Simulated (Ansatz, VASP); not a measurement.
# One calculation of SrO, two programs

Contents of INCAR:

```
SYSTEM = SrO
  PREC = Accurate
  ENCUT = 520
  EDIFF = 1E-6
  ISMEAR = 0
  SIGMA = 0.05
  LREAL = .FALSE.
  LASPH = .TRUE.
  NELM = 60
  ALGO = Normal
  ISIF = 2
  LWAVE = .FALSE.
  LCHARG = .TRUE.
  GGA = PE
  LELF = .TRUE.
  LVHAR = .TRUE.
  NBANDS = 15
```

The input KPOINTS:

```
regular mesh
0
G
  8 8 8
  0 0 0
```

File POSCAR:

```
SrO
1.0
    0.0000000000      2.4927060000      2.4927060000
    2.4927060000      0.0000000000      2.4927060000
    2.4927060000      2.4927060000      0.0000000000
Sr O
1 1
Direct
    0.0000000000      0.0000000000      0.0000000000
    0.5000000000      0.5000000000      0.5000000000
```

Input for Ansatz:

```yaml
crystal:
  lattice:
    - [0.0, 2.492706, 2.492706]
    - [2.492706, 0.0, 2.492706]
    - [2.492706, 2.492706, 0.0]
  atoms:
    - { symbol: Sr, position: [0.0, 0.0, 0.0] }
    - { symbol: O, position: [0.5, 0.5, 0.5] }
basis:
  ecutwfc: 420
kpoints:
  mp_grid: { grid: [8, 8, 8] }
hamiltonian:
  xc: pbe
scf:
  occupations: { method: gaussian, width: 0.05 }
output:
  forces: true
  stress: true
  eigenvalues: true
```

Change from the starting cell: strain -0.030 along x and y, -0.030 along z, atoms carried along.

Alike in both runs: task single point; functional PBE; k mesh 8 × 8 × 8; occupations gaussian, width 0.05 eV; no spin polarisation.

|  | VASP | Ansatz |
| --- | --- | --- |
| version | VASP 6.6.1 | Ansatz 0.2.0 |
| potentials or method | VASP PAW PBE potentials, release 64 (Sr_sv, O) | scalar-relativistic, plane waves, PAW |
| plane-wave cutoff (eV) | 520 | 420 |
| valence electrons in the cell | 16 | 16 |

```tsv
	VASP	Ansatz	Ansatz less VASP
gap on the k mesh at the Fermi level (eV)	3.19	3.25	+0.059
least direct gap on the mesh (eV)	3.20	3.25	+0.046
pressure (GPa)	14.7	13.8	-0.90
```

A k mesh can miss the band edges.
